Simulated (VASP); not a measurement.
# Ta3N (P-3m1) in VASP: notebook, part 2 of 2

VASP 6.6.1. Earlier steps stand in the parts before.

## (3) Relaxation of cell and atoms, BLYP+D4

Input file INCAR:

```
PREC = Accurate
ENCUT = 600
EDIFF = 1E-6
ISMEAR = -1
SIGMA = 0.05
LREAL = F
LASPH = T
NELM = 100
ALGO = Fast
ISIF = 3
LWAVE = F
LCHARG = F
GGA = B5
ALDAX = 1.0
AGGAX = 1.0
AGGAC = 1.0
ALDAC = 0.0
IVDW = 13
VDW_S6 = 1.0
VDW_S8 = 2.34076671
VDW_A1 = 0.44488865
VDW_A2 = 4.0933009
IBRION = 2
NSW = 60
EDIFFG = -0.02
```

Input file KPOINTS:

```
Automatic mesh
0
Gamma
  7 7 3
```

Input file POSCAR:

```
Ta3N
1.0
    3.0322239879      0.0000000000      0.0000000000
   -1.5161119940      2.6259830035      0.0000000000
    0.0000000000      0.0000000000      7.5241370000
Ta N
3 1
Direct
    0.6666666667      0.3333333333      0.8260700000
    0.3333333333      0.6666666667      0.1739300000
    0.0000000000      0.0000000000      0.5000000000
    0.0000000000      0.0000000000      0.0000000000
```

Potentials or basis: VASP PAW PBE potentials, release 64 (Ta_pv, N).

Started as:

```
$ cat potpaw_PBE.64/Ta_pv/POTCAR potpaw_PBE.64/N/POTCAR > POTCAR
$ mpirun -np 1 vasp_std > vasp.out
```

OUTCAR:

```text
PREC = Accurate
   ENCUT = 600
   EDIFF = 1E-6
   ISMEAR = -1
   LREAL = F
   LASPH = T
   NELM = 100
   ISIF = 3
   GGA = B5
   IVDW = 13
   IBRION = 2
   NSW = 60
   EDIFFG = -0.02

 ion  position               nearest neighbor table
   1  0.667  0.333  0.826-   4 2.19   4 2.19   4 2.19   3 3.01   3 3.01   3 3.01   2 3.15   2 3.15
                             2 3.15
   2  0.333  0.667  0.174-   4 2.19   4 2.19   4 2.19   3 3.01   3 3.01   3 3.01   1 3.15   1 3.15
                             1 3.15
   3  0.000  0.000  0.500-   1 3.01   2 3.01   1 3.01   2 3.01   1 3.01   2 3.01
   4  0.000  0.000  0.000-   1 2.19   2 2.19   1 2.19   2 2.19   1 2.19   2 2.19

  LATTYP: Found a hexagonal cell.
 ALAT       =     3.0322239879
 C/A-ratio  =     2.4813922158

  Lattice vectors:

 A1 = (   3.0322239879,   0.0000000000,   0.0000000000)
 A2 = (  -1.5161119940,   2.6259830035,   0.0000000000)
 A3 = (   0.0000000000,   0.0000000000,   7.5241370000)

Analysis of symmetry for initial positions (statically):
=====================================================================
 Subroutine PRICEL returns:
 Original cell was already a primitive cell.

 Routine SETGRP: Setting up the symmetry group for a
 hexagonal supercell.

 Subroutine GETGRP returns: Found 12 space group operations
 (whereof 12 operations were pure point group operations)
 out of a pool of 24 trial point group operations.
[... 156 lines left out ...]

 Free energy of the ion-electron system (eV)
  ---------------------------------------------------
  ext. energy  EPLUGINS =         0.00000000
  ---------------------------------------------------
  free energy    TOTEN  =       -40.51911589 eV

  energy without entropy =      -40.48916653  energy(sigma->0) =      -40.50414121

------------------------ aborting loop because EDIFF is reached ----------------------------------------

  DFT-D4 for vdW energy calculation

  Edisp (eV):   -2.23078
[... 111 lines left out ...]
  FREE ENERGIE OF THE ION-ELECTRON SYSTEM (eV)
  ---------------------------------------------------
  free  energy   TOTEN  =       -42.7560546144 eV

  energy  without entropy=      -42.7246998615  energy(sigma->0) =      -42.74037724

[... ionic steps 4 to 10 ...]

--------------------------------------- Ionic step       11  -------------------------------------------

 number of electron      38.0000000 magnetization

------------------------ aborting loop because EDIFF is reached ----------------------------------------
[... 79 lines left out ...]
--------------------------------------- Ionic step       13  -------------------------------------------

 number of electron      38.0000000 magnetization

 Free energy of the ion-electron system (eV)
  ---------------------------------------------------
  ext. energy  EPLUGINS =         0.00000000
  ---------------------------------------------------
  free energy    TOTEN  =       -40.55919470 eV

  energy without entropy =      -40.52937088  energy(sigma->0) =      -40.54428279

 E-fermi :   7.0547     XC(G=0): -12.0158

 val. band max:        7.0547194164   @ k =   0.2857   0.2857   0.0000
 cond. band min:       7.0786608551   @ k =   0.1429  -0.0000   0.3333
 fundamental gap:      0.0239414387
 Fermi energy:         7.0547366119

 k-point     1 :       0.0000    0.0000    0.0000
  band No.  band energies     occupation
      1     -27.9459      2.00000
      2     -27.7267      2.00000
      3     -27.3264      2.00000
      4     -27.3264      2.00000
      5     -27.3077      2.00000
      6     -27.3077      2.00000
[... 544 lines left out ...]
  FREE ENERGIE OF THE ION-ELECTRON SYSTEM (eV)
  ---------------------------------------------------
  free  energy   TOTEN  =       -42.7690829591 eV

  energy  without entropy=      -42.7392591318  energy(sigma->0) =      -42.75417105

 reached required accuracy - stopping structural energy minimisation
```

It took 5 min on 1 thread of Intel Xeon Platinum 8488C (Sapphire Rapids), shared host; peak memory 0.2 GiB.

What came out:

```
Free energy                            : -42.7691 eV
Relaxed volume                         : 15.08 Å³/atom
Relaxed cell                           : a = 3.007 Å, b = 3.007 Å, c = 7.706 Å, α = 90.00°, β = 90.00°, γ = 120.00°
Space group after relaxing (to 0.05 Å) : P-3m1 (No. 164)
Energy gained by relaxing              : 4.8 meV/atom
Ionic steps                            : 13
Pressure after relaxing                : 0.0 GPa
Band gap on the k mesh                 : none (metal or under the smearing width)
Dispersion energy per atom             : -0.552 eV
```

The path:
```tsv
step	energy change (eV)	largest force (eV/Å)	pressure (GPa)	volume (Å³)
1	0.0000	0.1015	2.36	59.91
2	0.0130	0.0615	-5.19	61.84
3	-0.0062	0.0339	-0.48	60.60
4	-0.0112	0.1104	-0.42	60.58
5	-0.0112	0.2708	-0.12	60.47
6	-0.0151	0.2071	-0.31	60.54
7	-0.0154	0.2373	-0.26	60.52
8	-0.0176	0.1168	0.13	60.34
9	-0.0176	0.1169	0.13	60.34
10	-0.0191	0.0067	-0.31	60.42
11	-0.0191	0.0019	-0.34	60.42
12	-0.0190	0.0037	0.43	60.23
13	-0.0192	0.0006	0.00	60.33
```

Final structure:
```cif
data_structure
_symmetry_space_group_name_H-M 'P 1'
_symmetry_Int_Tables_number 1
_cell_length_a 3.0068
_cell_length_b 3.0068
_cell_length_c 7.7061
_cell_angle_alpha 90.000
_cell_angle_beta 90.000
_cell_angle_gamma 120.000
_cell_volume 60.33
loop_
_atom_site_label
_atom_site_type_symbol
_atom_site_fract_x
_atom_site_fract_y
_atom_site_fract_z
_atom_site_occupancy
Ta1 Ta 0.66667 0.33333 0.82304 1
Ta2 Ta 0.33333 0.66667 0.17696 1
Ta3 Ta 0.00000 0.00000 0.50000 1
N1 N 0.00000 0.00000 0.00000 1
```

Levels at points of the mesh, in eV from the Fermi level:
```
           k point  band 15  band 16  band 17  band 18  band 19  band 20  band 21  band 22  band 23
(0.00, 0.00, 0.00)    -3.71    -1.30    -0.52    -0.32    -0.32     0.32     0.32     0.65     1.69
```

Caveat: the PAW data sets were made with another functional, which shifts forces and pressure a little; pairwise dispersion overbinds metals, which lowers pressure and volume. The run has no spin-orbit coupling, so splittings on Ta are missing.

## (4) Single point, PBE

Input file INCAR:

```
PREC = Accurate
ENCUT = 350
EDIFF = 1E-6
ISMEAR = 0
SIGMA = 0.02
LREAL = F
LASPH = T
NELM = 100
ALGO = Fast
ISIF = 2
LWAVE = F
LCHARG = T
GGA = PE
LELF = T
LVHAR = T
NBANDS = 30
```

Input file KPOINTS:

```
regular mesh
0
Gamma
  5 5 2
```

POSCAR is that of step 3.

Potentials or basis: VASP PAW PBE potentials, release 64 (Ta_sv_GW, N_GW).

Started as:

```
$ cat potpaw_PBE.64/Ta_sv_GW/POTCAR potpaw_PBE.64/N_GW/POTCAR > POTCAR
$ mpirun -np 1 vasp_std > vasp.out
```

It took 14 s on 1 thread of Intel Xeon 6975P-C (Granite Rapids), shared host; peak memory 0.15 GiB.

The run converged, but a check on its numbers failed (symmetry, net force, bounds or a known fault of this set-up), so they aren't taken as properties of the crystal.

Caveat: the k mesh is coarse (spacing up to 0.48 Å⁻¹), so the values aren't converged; the cutoff lies under the usual one of these potentials, so the numbers hold a large basis-set error.

## (5) The reference run

An earlier run on the cell as given: functional PBE; potentials or basis VASP PAW PBE potentials, release 64 (Ta_pv, N); cutoff 520 eV; k mesh 10 × 10 × 4; occupations fermi-dirac, width 0.05 eV; no spin polarisation.

* Pressure: -0.4 GPa
* Largest force: 0.084 eV/Å
* Band gap on the k mesh: none (metal or under the smearing width)

## (6) Overview

| task | level | cell | k mesh | cutoff (eV) | gap on the mesh (eV) | pressure (GPa) | relaxed volume (Å³/atom) |
| --- | --- | --- | --- | --- | --- | --- | --- |
| relaxation of cell and atoms | BLYP+D3(BJ) | relaxed | 7 × 7 × 3 | 600 | none | 0.0 | 14.55 |
| relaxation of cell and atoms | BLYP+D4 | relaxed | 7 × 7 × 3 | 600 | none | 0.0 | 15.08 |
| single point | PBE | as given | 10 × 10 × 4 | 520 | none | -0.4 | - |

Alike in all rows: potentials or basis VASP PAW PBE potentials, release 64 (Ta_pv, N); no spin polarisation; smearing fermi-dirac 0.05 eV.

Caveats: the PAW data sets were made with another functional, which shifts forces and pressure a little (some runs); pairwise dispersion overbinds metals, which lowers pressure and volume (some runs).

Total energies depend on the potentials used, so only differences within one code and one set of settings carry meaning.
